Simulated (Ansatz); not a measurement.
# Ga under changes of volume

One of the cells (18.191 Å³/atom); the others are scaled copies at fixed shape and fractional positions:

```xyz
2
Lattice="2.7784 0.0000 0.0000 0.0000 3.2816 0.0000 -1.3434 0.0000 3.9903" Properties=species:S:1:pos:R:3 pbc="T T T"
Ga   -0.6607    2.4612    3.0732
Ga    2.0957    0.8204    0.9171
```

This isn't the form of Ga at room conditions, which is orthorhombic.

| Quantity | Value |
| --- | --- |
| Program | Ansatz 0.2.0 |
| Functional | PBE0 |
| Potentials or basis | Ansatz PAW |
| Cutoff | 420 eV (not typed: the program's choice for these potentials) |
| k mesh | 6 × 6 × 4 |
| Occupations | fermi-dirac, width 0.05 eV |
| Spin | no spin polarisation |

```tsv
volume (Å³/atom)	energy over the lowest point (meV/atom)	pressure (GPa)	largest force (eV/Å)
17.100	21.10	5.2	0.026
17.463	11.56	3.6	0.029
17.827	5.02	2.5	0.021
18.191	0.98	1.1	0.029
18.555	0.00	-0.2	0.038
18.919	3.18	-1.1	0.037
19.283	?	?	?
```

Q: What does the run at 19.283 Å³/atom give?

A: Energy over the lowest point 6.77 meV/atom; pressure -2.1 GPa; largest force 0.030 eV/Å.

Worked out: A Birch-Murnaghan fit of order 3 (a polynomial in V^(-2/3)) to the other rows has its minimum at 18.44 Å³/atom with B0 = V·E''(V) = 79 GPa (rough, since the energies scatter) at fixed shape and positions, which overstates the stiffness. It gives 9.82 meV/atom at 19.283 Å³/atom, against the run's 6.77, and -dE/dV = -3.8 GPa, against -2.1.

Energies are extrapolated to zero smearing.

Caveats: all runs use coarse meshes; the PAW data sets come from PBE, with cores solved anew for the run's functional, which leaves a small shift of forces and pressure; the thresholds are loose for stress.
